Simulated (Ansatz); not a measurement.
Au: pressure against volume

Au, Im-3m, a = 3.275 Å. This isn't the element's structure at ambient conditions. Ansatz: r2SCAN, PAW, 500 eV, Γ-centred 18×18×18 mesh on 1 atom, Gaussian smearing 0.10 eV; no spin polarisation. Symmetry fixes shape and atoms, so the cell is only scaled; pressure is positive in compression.

```
V (Å³/atom) P (GPa)
     15.461        ?
     15.988    19.09
     16.515    11.37
     17.042     5.07
     17.569    -0.03
     18.096    -4.12
     18.623    -7.37
     19.326   -10.64
```

Task: Take V0 = 17.569 Å³/atom, count pressures from its P0 = -0.03 GPa, fit the third-order Birch–Murnaghan form to the other rows, and predict the missing pressure.

Result: With the Eulerian strain f = ½[(V0/V)^(2/3) − 1] and y = (P − P0)/[3f(1 + 2f)^(5/2)], the form is the line y = B0 + 1.5 B0 (B0′ − 4) f. Rows (f, y): 0.03244, 167.9; 0.02105, 162.8; 0.01026, 157.5; -0.00976, 146.7; -0.01905, 141.5; -0.03078, 134.7. Means f = 0.0006933, y = 151.85; Σ(Δf)² = 0.003003, ΣΔfΔy = 1.584; the slope is their ratio. y = 151.5 + 527.5 f GPa, so B0 = 151.5 GPa and B0′ = 4 + 2 × (527.5)/(3 × 151.5) = 6.32. At V = 15.461, f = 0.04447, y = 174.96 and P = 28.85 GPa. The run gave 28.52 GPa, so the fit is 0.33 GPa too high, 0.84 % of the span of the series, against an rms of 0.04 GPa on the fitted rows. The row lies outside the fitted range. The points of y bend away from a line: a fourth-order term fitted to them gives P = 28.56 GPa at this row's volume (the line 28.85, the run 28.52).

Spin–orbit coupling is left out, which can shift energies with elements as heavy as these.